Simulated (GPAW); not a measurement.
Runs of GPAW 26.7.0 on ZnO (zincite). Symmetry: P6_3mc, No. 186, hexagonal system. Conventional cell: a = 3.249 Å, b = 3.249 Å, c = 5.206 Å, α = 90.00°, β = 90.00°, γ = 120.00°. Zn (site symmetry 3m) is surrounded by 4 O at 1.97 to 1.98 Å. O (site symmetry 3m) has 4 Zn at 1.97 to 1.98 Å as nearest neighbours. 

| task | level | potentials or basis | cell | k mesh | eigensolver | optimizer | fmax | max steps | band path | gap on the mesh (eV) | pressure (GPa) | relaxed volume (Å³/atom) | largest force (eV/Å) |
| --- | --- | --- | --- | --- | --- | --- | --- | --- | --- | --- | --- | --- | --- |
| single point | TB-mBJ | GPAW PAW data sets for LDA (gpaw-data 1.2.1), pw | as given | 8 × 8 × 4 | - | - | - | - | - | (a) | - | - | - |
| relaxation of cell and atoms | BLYP | PAW data sets generated in the run's folder for this functional, pw | relaxed | 6 × 6 × 3 | davidson | BFGS | 0.05 eV/Å | 60 | - | 0.84 | 0.1 | 12.54 | 0.04 |
| relaxation of cell and atoms | PBEsol+D4 | PAW data sets generated in the run's folder for this functional, pw | relaxed | 6 × 6 × 3 | - | FIRE | 0.01 eV/Å | 40 | - | 0.72 | 0.0 | 11.61 | 0.01 |
| relaxation of cell and atoms | PBEsol+D3(BJ) | PAW data sets generated in the run's folder for this functional, pw | relaxed | 6 × 6 × 4 | - | BFGS | 0.02 eV/Å | 60 | - | 0.72 | -0.1 | 11.57 | 0.01 |
| band structure | vdW-DF-cx | GPAW PAW data sets (gpaw-data 1.2.1), pw | as given | 6 × 6 × 3 | - | - | - | - | GMKGALHA,LM,KH | 0.85 | - | - | (b) |

Alike in all rows: no spin polarisation; cutoff (eV) 800; smearing fermi-dirac 0.05 eV.

Task: Estimate the missing entries.

Result: (a) 2.54; (b) 0.07.

Caveats: later steps reuse the first step's grids (some runs); the PAW data sets were made with another functional, which shifts forces and pressure a little (some runs); a model potential gives levels but no total energy (some runs).

Runs at the PBE level aren't shown here.
